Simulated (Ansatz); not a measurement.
**Rigid cleavage in TiAl$_{3}$**

Theory: Ansatz, DFT r2SCAN, scalar-relativistic, plane waves, PAW. The runs took a 500 eV cutoff, a Γ-centred 12×12×4 mesh and Gaussian smearing (0.15 eV). No spin polarisation. Energies are free energies at this smearing, counted from the undisturbed cell; pressure is positive in compression.

Zero of the scan (relaxed at this level; this form isn't the usual structure):

```
Ti Al
1.0
     0.00000   -3.95567    0.00000
     0.00000    0.00000   -3.95567
    11.86701    0.00000    0.00000
Ti Al
3 9
Cartesian
  10.8779 0.0000 0.0000
  2.9666 0.0000 0.0000
  6.9222 0.0000 0.0000
  0.9887 -1.9778 0.0000
  4.9444 -1.9778 0.0000
  8.9001 -1.9778 0.0000
  0.9887 0.0000 -1.9778
  4.9444 0.0000 -1.9778
  8.9001 0.0000 -1.9778
  10.8779 -1.9778 -1.9778
  2.9666 -1.9778 -1.9778
  6.9222 -1.9778 -1.9778
```

The cut lies on the cell's a–b face, a (1 0 0) plane (indices in the standard cell, whose axes needn't be the Cartesian ones shown) of area 15.65 Å², between layers 1.98 Å apart. Vector c is lengthened by d along the normal with the atoms' Cartesian places fixed: one unrelaxed cut a cell. The cell is metallic on the mesh throughout.

| d (Å) | energy (J/m²) |
| --- | --- |
| -0.30 | 0.49 |
| 0.00 | 0.00 |
| 0.25 | 0.22 |
| 0.50 | 0.71 |
| 1.00 | 1.81 |
| 2.00 | 2.91 |
| 3.00 | 3.20 |
| 6.00 | 3.30 |

Problem. Predict the traction dE/dd (GPa) at each point.

Solution.
```csv
d (Å),traction dE/dd (GPa)
-0.30,-36.2
0.00,0.0
0.25,15.9
0.50,22.2
1.00,18.9
2.00,5.5
3.00,1.4
6.00,0.0
```

Cost: 8 runs of about 18 core-minutes in all, on Intel Xeon Platinum 8259CL (Skylake/Cascade Lake) (shared hosts).